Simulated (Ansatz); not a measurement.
# Sn under changes of volume

One of the cells (27.650 Å³/atom); the others are scaled copies at fixed shape and fractional positions:

```
CELL_PARAMETERS angstrom
-2.94014 2.94014 1.59930
2.94014 -2.94014 1.59930
2.94014 2.94014 -1.59930
ATOMIC_POSITIONS crystal
Sn 0.00000 0.00000 0.00000
Sn 0.75000 0.25000 0.50000
```

- Program: Ansatz 0.2.0
- Functional: PBE
- Potentials or basis: all-electron LAPW, scalar-relativistic
- Cutoff: 224 eV (chosen from the basis error)
- Basis error allowed: 0.0005 eV/atom
- k mesh: 9 × 9 × 9
- Occupations: fermi-dirac, width 0.05 eV
- Spin: no spin polarisation

| volume (Å³/atom) | energy over the lowest point (meV/atom) | pressure (GPa) |
| --- | --- | --- |
| 25.991 | 36.45 | 5.3 |
| 26.544 | 20.82 | 3.8 |
| 27.097 | 9.86 | 2.6 |
| 27.650 | 3.06 | 1.4 |
| 28.203 | 0.00 | 0.4 |
| 28.756 | ? | ? |
| 29.309 | 3.62 | -1.4 |

Problem. What does the run at 28.756 Å³/atom give?

Solution. Energy over the lowest point 0.30 meV/atom; pressure -0.5 GPa.

Worked out: A Birch-Murnaghan fit of order 3 (a polynomial in V^(-2/3)) to the other rows has its minimum at 28.43 Å³/atom with B0 = V·E''(V) = 48 GPa and B' = 4.6 at fixed shape and positions, which overstates the stiffness. It gives 0.30 meV/atom at 28.756 Å³/atom, against the run's 0.30, and -dE/dV = -0.5 GPa, against -0.5.

Energies are extrapolated to zero smearing.
